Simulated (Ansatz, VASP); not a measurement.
## One calculation of SiC, two programs

File POSCAR:

```
SiC
1.0
    0.0000000000      2.1997448331      2.1997448331
    2.1997448331      0.0000000000      2.1997448331
    2.1997448331      2.1997448331      0.0000000000
Si C
1 1
Direct
    0.0000000000      0.0000000000      0.0000000000
    0.2500000000      0.2500000000      0.2500000000
```

Contents of INCAR.step1:

```
PREC = Accurate
ENCUT = 520
ISMEAR = 0
SIGMA = 0.02
LREAL = False
LASPH = True
NELM = 80
NBANDS = 11
GGA = PE
ALGO = Normal
EDIFF = 1E-4
LWAVE = True
LCHARG = False
```

Contents of INCAR.step2:

```
PREC = Accurate
ENCUT = 520
EDIFF = 1E-6
ISMEAR = 0
SIGMA = 0.02
LREAL = False
LASPH = True
NELM = 80
ALGO = Normal
ISIF = 2
LWAVE = False
LCHARG = True
METAGGA = R2SCAN
LMIXTAU = True
LELF = True
LVHAR = True
NBANDS = 11
ISTART = 1
```

KPOINTS

```
regular mesh
0
Gamma
  10 10 10
```

Input for Ansatz:

```yaml
crystal:
  lattice:
    - [0.0, 2.1997448338, 2.1997448338]
    - [2.1997448338, 0.0, 2.1997448338]
    - [2.1997448338, 2.1997448338, 0.0]
  atoms:
    - { symbol: Si, position: [0.0, 0.0, 0.0] }
    - { symbol: C, position: [0.25, 0.25, 0.25] }
basis:
  ecutwfc: 500
kpoints:
  mp_grid: { grid: [10, 10, 10] }
hamiltonian:
  xc: r2scan
scf:
  occupations: { method: gaussian, width: 0.02 }
output:
  forces: true
  stress: true
  eigenvalues: true
```

Alike in both runs: task single point; functional r2SCAN; k mesh 10 × 10 × 10; occupations gaussian, width 0.02 eV; no spin polarisation.

```csv
,VASP,Ansatz
version,VASP 6.6.1,Ansatz 0.2.0
potentials or method,"VASP PAW PBE potentials, release 64 (Si, C)","scalar-relativistic, plane waves, PAW"
plane-wave cutoff (eV),520,500
valence electrons in the cell,8,8
```

Ansatz gave:

| Item | Value |
| --- | --- |
| gap on the k mesh at the Fermi level (eV) | 1.73 |
| least direct gap on the mesh (eV) | 5.01 |
| pressure (GPa) | -6.3 |

**Question.** Estimate VASP's values.

**Answer.** gap on the k mesh at the Fermi level (eV): 1.74; least direct gap on the mesh (eV): 5.02; pressure (GPa): -6.5.

Caveats: the PAW data sets were made with another functional, which shifts forces and pressure a little (VASP). r2SCAN opens gaps a little over a GGA but as a rule still falls short of measured ones. A k mesh can miss the band edges.
